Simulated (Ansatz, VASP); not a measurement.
LiCl: VASP beside Ansatz

Contents of INCAR:

```
SYSTEM = LiCl
PREC = Accurate ; ENCUT = 520
EDIFF = 1E-6 ; ISMEAR = 0
SIGMA = 0.02 ; LREAL = .False.
LASPH = .True. ; NELM = 80
ALGO = Normal ; ISIF = 2
LWAVE = .False. ; LCHARG = .False.
GGA = PE ; NBANDS = 18
```

KPOINTS

```
Automatic mesh
0
Gamma
  9 9 4
  0 0 0
```

The input POSCAR:

```
LiCl
1.0
    3.9248822083      0.0000000000      0.0000000000
   -1.9624411042      3.3990476993      0.0000000000
    0.0000000000      0.0000000000      6.3571610000
Li Cl
2 2
Direct
    0.6666666700      0.3333333300      0.8760170000
    0.3333333300      0.6666666700      0.3760170000
    0.6666666700      0.3333333300      0.4989840000
    0.3333333300      0.6666666700      1.0343771574
```

Input for Ansatz:

```yaml
crystal:
  lattice:
    - [3.9248822083, 0.0, 0.0]
    - [-1.9624411042, 3.3990476993, 0.0]
    - [0.0, 0.0, 6.357161]
  atoms:
    - { symbol: Li, position: [0.66666667, 0.33333333, 0.876017] }
    - { symbol: Li, position: [0.33333333, 0.66666667, 0.376017] }
    - { symbol: Cl, position: [0.66666667, 0.33333333, 0.498984] }
    - { symbol: Cl, position: [0.33333333, 0.66666667, 1.0343771574] }
basis:
  ecutwfc: 420
kpoints:
  mp_grid: { grid: [9, 9, 4] }
hamiltonian:
  xc: pbe
scf:
  occupations: { method: gaussian, width: 0.02 }
output:
  forces: true
  stress: true
  eigenvalues: true
```

Change from the starting cell: one atom moved.

Alike in both runs: task single point; functional PBE; k mesh 9 × 9 × 4; occupations gaussian, width 0.02 eV; no spin polarisation.

```csv
,VASP,Ansatz
version,VASP 6.6.1,Ansatz 0.2.0
potentials or method,"VASP PAW PBE potentials, release 64 (Li_sv, Cl)","scalar-relativistic, plane waves, PAW"
plane-wave cutoff (eV),520,420
valence electrons in the cell,20,20
```

```csv
,VASP,Ansatz,Ansatz less VASP
gap on the k mesh at the Fermi level (eV),5.83,5.83,-0.006
least direct gap on the mesh (eV),5.83,5.83,-0.006
rms of the force components (eV/Å),0.349,0.345,-0.0034
```

Atom by atom the forces differ by 0.004 eV/Å (rms over components).

Caveats: an odd mesh through Γ misses points on the zone boundary, where band edges often lie; forces of over 1 eV/Å show positions far from the minimum, so gaps and moduli don't describe the material at rest.
